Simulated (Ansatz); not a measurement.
Hf:

```
Hf
1.0
     2.91381    0.00000    0.00000
     0.00000    2.91381    0.00000
     0.00000    0.00000    2.91381
Hf
1
Cartesian
  1.4569 1.4569 1.4569
```

The cell was built by a generator and needn't be a form met in nature.

* Program: Ansatz 0.2.0
* Task: single point
* Functional: PBE
* Potentials or basis: Ansatz PAW
* Cutoff: 420 eV (not typed: the program's choice for these potentials)
* k mesh: 9 × 9 × 9
* Occupations: fermi-dirac, width 0.05 eV
* Spin: no spin polarisation

On this cell: pressure 0.1 GPa; band gap on the k mesh none (metal or under the smearing width).

The same run follows on a disturbed copy (cell strained at random at fixed volume):

```xyz
1
Lattice="2.8790 0.0109 0.0313 0.0109 2.8925 -0.0036 0.0313 -0.0036 2.9712" Properties=species:S:1:pos:R:3 pbc="T T T"
Hf    1.4843    1.4459    1.5020
```

**Question.** What does the disturbed cell give?

**Answer.** The energy (extrapolated to zero smearing) moves by +2.7 meV/atom; pressure 0.1 GPa; band gap on the k mesh none (metal or under the smearing width).

Stress tensor (GPa, compression positive):
```
 1.29  0.32  0.78
 0.32  0.62 -0.09
 0.78 -0.09 -1.48
```
